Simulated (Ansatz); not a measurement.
AlFe:

```xyz
2
Lattice="2.9100 0.0000 0.0000 0.0000 2.9100 0.0000 0.0000 0.0000 2.9100" Properties=species:S:1:pos:R:3 pbc="T T T"
Fe    1.4550    1.4550    1.4550
Al    0.0000    0.0000    0.0000
```

Base run:

* Program: Ansatz 0.2.0
* Functional: PBE
* Potentials or basis: Ansatz PAW
* Cutoff: 420 eV (not typed: the program's choice for these potentials)
* k mesh: 8 × 8 × 8
* Occupations: fermi-dirac, width 0.05 eV
* Spin: collinear spin, ferromagnetic start
* Starting moments: [1.5, 0.0] μB
* Fixed moment: 1.5 μB

Its results: pressure -0.2 GPa; site moments Fe +1.56; Al -0.05 μB.

Question: After a change of settings the same cell gave: pressure 16.6 GPa; site moments Fe +2.73; Al +0.05 μB. Which change was it?
A. fixed moment from 1.5 μB to 3 μB; moments at the start from [1.5, 0.0] to [3.0, 0.0]
B. fixed moment from 1.5 μB to 0.8 μB; moments at the start from [1.5, 0.0] to [0.8, 0.0]
C. fixed moment from 1.5 μB to 3.8 μB; moments at the start from [1.5, 0.0] to [3.8, 0.0]
D. fixed moment from 1.5 μB to 2.2 μB; moments at the start from [1.5, 0.0] to [2.2, 0.0]

Answer: A.

Caveats: the total moment is fixed, so each spin has its own Fermi level; the thresholds are loose for stress.
